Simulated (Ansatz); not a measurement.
# How Ta4N5 stores the work of compression

Computed with DFT PBEsol, scalar-relativistic, plane waves, PAW in Ansatz. Settings: 420 eV cutoff, 10×10×10 k-mesh, Gaussian smearing of 0.10 eV, no spin polarisation.

Starting point, cell and atoms relaxed:

```
CELL_PARAMETERS angstrom
-3.41280 3.41280 2.12689
3.41280 -3.41280 2.12689
3.41280 3.41280 -2.12689
ATOMIC_POSITIONS crystal
Ta 0.78438 0.60487 0.38926
Ta 0.39513 0.78438 0.17951
Ta 0.60487 0.21562 0.82049
Ta 0.21562 0.39513 0.61074
N 0.50000 0.50000 0.00000
N 0.90817 0.30592 0.21409
N 0.69408 0.90817 0.60226
N 0.30592 0.09183 0.39774
N 0.09183 0.69408 0.78591
```

Cell and atoms were relaxed at each target pressure within the start's symmetry (I4/m), at zero temperature; other phases can be more stable under pressure. H = E + PV with P the target; E is the free energy at the smearing used, whose derivative the pressure is, per atom and counted from zero pressure.

A cell with an odd number of electrons and no spin polarisation is a metal by construction and may be lower with spin. Spin–orbit coupling is left out, which can shift energies with elements as heavy as these.

| P (GPa) | V (Å³/atom) | E − E0 (meV) | H − H0 (meV) |
| --- | --- | --- | --- |
| 0 | 11.010 | 0.0 | 0.0 |
| 1 | 10.974 | 0.1 | 68.6 |
| 4 | 10.873 | 1.7 | 273.1 |
| 12 | 10.622 | 14.1 | 809.7 |
| 25 | 10.269 | 54.5 | 1656.8 |

**Question.** Thermodynamics gives dH/dP = V along a relaxed path. Integrate V over P by the trapezoid rule and compare with the computed enthalpies.

**Answer.** With 1 eV/Å³ = 160.22 GPa, each step adds the mean volume times ΔP / 160.22:
```tsv
P (GPa)	∫V dP (meV)	H − H0 (meV)	difference (meV)
1	68.6	68.6	0.0
4	273.1	273.1	0.0
12	809.8	809.7	0.1
25	1657.3	1656.8	0.5
```

V(P) curves upward, so the trapezoid rule runs high; integrating a smooth curve through the same points (P as a polynomial of degree 4 in ln V) puts that excess at about 0.7 meV at 25 GPa, against the 0.5 meV found.

**Question.** At 25 GPa, how much of the enthalpy change is stored energy and how much is the PV term?

**Answer.** E rises by 54 meV/atom and PV is 25 × 10.269 / 160.22 = 1602 meV/atom, so PV makes 97 % of ΔH. So between rival structures at high pressure a small difference in volume can outweigh the difference in energy: 1 % of this volume is worth 16.0 meV/atom at this pressure.

**Question.** What bulk modulus do the lowest pressures give?

**Answer.** From the pressures that the runs reached, -1.04 GPa (11.047 Å³) and 1.03 GPa (10.974 Å³), B = −ΔP/Δln V = 2.07 / 0.0066 = 314 GPa, a mean over that range.